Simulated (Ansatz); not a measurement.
Zn: energy along a strain

Zn, Im-3m, a = 3.138 Å (as given, not relaxed at this level: -0.2 GPa). This isn't the element's structure at ambient conditions. Ansatz: PBE, PAW, 420 eV, Γ-centred 22×22×22 mesh on 1 atom, Gaussian smearing 0.15 eV; no spin polarisation. Cell vectors (Å): -1.569 1.569 1.569; 1.569 -1.569 1.569; 1.569 1.569 -1.569. The cell is strained by x per cent times the pattern (1 0 0 0 0 0) in the order xx yy zz yz xz xy (engineering shears), with fractional coordinates held. y is the free energy over the start, V0 = 15.451 Å³/atom.

| x (%) | y (meV/atom) |
| --- | --- |
| -4.00 | 1.49 |
| -3.00 | 0.66 |
| -2.00 | 0.15 |
| -1.00 | ? |
| 0.00 | 0.00 |
| 1.00 | 0.37 |
| 2.00 | 1.08 |
| 3.00 | 2.20 |
| 3.50 | 2.88 |
| 4.00 | 3.64 |

Problem. Fit y = c1 x + c2 x² + c3 x³ to the other rows, get the stiffness along the pattern, and predict the missing energy.

Solution. Least squares on the rows shown. y = 0.2266 x + 0.1598 x² + 0.002767 x³. The clamped-ion stiffness p·C·p = 2 × 1.598 eV × 160.2 / 15.451 Å³ = 33 GPa, which is C11 in these axes; c1 is there for the stress left in the start, which by itself gives a slope of 0.21 meV/atom per %. The pressures of the same runs give B = −dP/dε = 64 GPa; in a cubic crystal a longitudinal stiffness under B means a negative shear constant, so this lattice is unstable. At x = -1.00 the fit asked for gives -0.07 meV/atom. The run gave -0.07 meV/atom, the same to the digits shown.